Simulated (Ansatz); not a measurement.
# Relaxing Au

Theory: Ansatz, DFT PBE, scalar-relativistic, plane waves, PAW. (420 eV cutoff, 18×18×18 k-mesh, Gaussian smearing of 0.10 eV, no spin polarisation)

What was changed: relaxed at 4 GPa.

Spin–orbit coupling is left out, which can shift energies with elements as heavy as these.

Command:

```bash
ansatz run input.yaml --threads 1 --pin off --max-ram 2560MiB --backend cpu --events-out ev --progress --plain --runs-dir out
```

Input:

```yaml
crystal:
  lattice:
    - [-1.6357468009, 1.6357468009, 1.6357468009]
    - [1.6357468009, -1.6357468009, 1.6357468009]
    - [1.6357468009, 1.6357468009, -1.6357468009]
  atoms:
    - { symbol: Au, position: [0.0, 0.0, 0.0] }
basis:
  ecutwfc: 420
kpoints:
  mp_grid: { grid: [18, 18, 18] }
hamiltonian:
  xc: pbe
scf:
  occupations: { method: gaussian, width: 0.1 }
output:
  forces: true
  stress: true
  eigenvalues: true
relax:
  adjacent_minimum: "off"
  f_tol: 0.008
  max_steps: 50
  cell: { stress_tol: 0.08, p_target: 4.0 }
```

F is the free energy. Steps run on the plane waves of an earlier cell, but the last one, and at times one on the way, on a freshly chosen basis, so a repeated geometry can differ a little in energy. The relaxation lowers the enthalpy F + PV at the target pressure, so F itself can rise.

Steps:

```json
{"step": "1", "F − F(1) (eV)": "0.0000", "largest force component (eV/Å)": "0.000", "V (Å³/atom)": "17.507", "P (GPa)": "4.13"}
{"step": "2", "F − F(1) (eV)": "-0.0010", "largest force component (eV/Å)": "0.000", "V (Å³/atom)": "17.548", "P (GPa)": "3.75"}
{"step": "3", "F − F(1) (eV)": "-0.0004", "largest force component (eV/Å)": "0.000", "V (Å³/atom)": "17.521", "P (GPa)": "4.00"}
{"step": "4", "F − F(1) (eV)": "-0.0004", "largest force component (eV/Å)": "0.000", "V (Å³/atom)": "17.521", "P (GPa)": "4.00"}
```

Relaxed structure:

```xyz
1
Lattice="-1.6362 1.6362 1.6362 1.6362 -1.6362 1.6362 1.6362 1.6362 -1.6362" Properties=species:S:1:pos:R:3 pbc="T T T"
Au    0.0000    0.0000    0.0000
```

It takes space group Im-3m (No. 229, cubic). Conventional cell: a = 3.272 Å, b = 3.272 Å, c = 3.272 Å, α = 90.00°, β = 90.00°, γ = 90.00°. Au (site symmetry m-3m) has 8 Au at 2.83 Å as nearest neighbours.

The run converged. It took 10 s on 1 thread of AMD EPYC 7R43 64-Core Processor (Zen 3), on a shared host, peak memory 0.39 GiB.